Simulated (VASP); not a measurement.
K:

```
CELL_PARAMETERS angstrom
3.70100 -5.52400 0.00000
3.70100 5.52400 0.00000
0.00000 0.00000 8.36700
ATOMIC_POSITIONS crystal
K 0.50000 0.00000 0.25000
K 0.00000 0.50000 0.75000
K 0.00000 0.50000 0.25000
K 0.50000 0.00000 0.75000
K 0.00000 0.00000 0.00000
```

This isn't the form of K at room conditions, which is bcc.

- Program: VASP 6.6.1
- Task: relaxation of cell and atoms
- Functional: PBE
- Potentials or basis: VASP PAW PBE potentials, release 64 (K_sv)
- Cutoff: 520 eV
- k mesh: 5 × 5 × 4
- Occupations: gaussian, width 0.1 eV
- Spin: no spin polarisation

At the start: pressure 1.4 GPa; volume 68.42 Å³/atom.

**Question.** Where does the relaxation end?

**Answer.** Over 30 steps the energy falls by 168.7 meV/atom and the volume is 83.67 Å³/atom (+22.3 %); space group P4/mmm (No. 123, to 0.05 Å).

Step by step:
```tsv
step	energy change (eV)	largest force (eV/Å)	pressure (GPa)	volume (Å³)
1	0.0000	0.2409	1.40	342.12
2	-0.2809	0.1826	0.89	372.48
3	-0.5821	0.0842	0.14	448.73
4	-0.6021	0.0633	-0.01	473.58
5	-0.6031	0.0579	-0.04	480.76
6	-0.6071	0.0576	-0.04	478.19
7	-0.6182	0.0579	-0.03	470.40
8	-0.6368	0.0551	0.01	454.60
9	-0.6588	0.0395	0.13	422.07
10	-0.6629	0.0381	0.13	421.43
11	-0.6742	0.0349	0.13	419.38
12	-0.6885	0.0270	0.14	414.73
13	-0.6764	0.0117	0.21	403.20
14	-0.6897	0.0203	0.15	411.23
15	-0.7043	0.0247	0.11	416.15
16	-0.7366	0.0362	0.00	430.76
17	-0.7519	0.0531	-0.18	459.25
18	-0.7539	0.0500	-0.14	451.84
19	-0.7724	0.0619	-0.11	444.21
20	-0.7970	0.0844	-0.01	425.92
21	-0.7983	0.0914	0.04	418.54
22	-0.7985	0.0896	0.02	420.74
23	-0.8085	0.0819	0.02	420.90
24	-0.8212	0.0541	0.01	421.01
25	-0.8311	0.0367	-0.01	421.77
26	-0.8379	0.0051	-0.03	423.16
27	-0.8380	0.0011	-0.02	422.98
28	-0.8417	0.0036	0.00	419.37
29	-0.8429	0.0061	0.02	415.94
30	-0.8437	0.0095	0.00	418.35
```

Final structure:
```
K
1.0
     4.35934   -4.35577    0.00000
     4.35934    4.35577    0.00000
     0.00000    0.00000   11.01595
K
5
Cartesian
  2.1797 -2.1779 3.3714
  2.1797 2.1779 7.6446
  2.1797 2.1779 3.3714
  2.1797 -2.1779 7.6446
  0.0000 0.0000 0.0000
```

Caveat: the volume moved by over 15 % at a fixed basis, so the end points are rough; the volume moved by +22 % from the deposited cell, more than functionals usually miss.
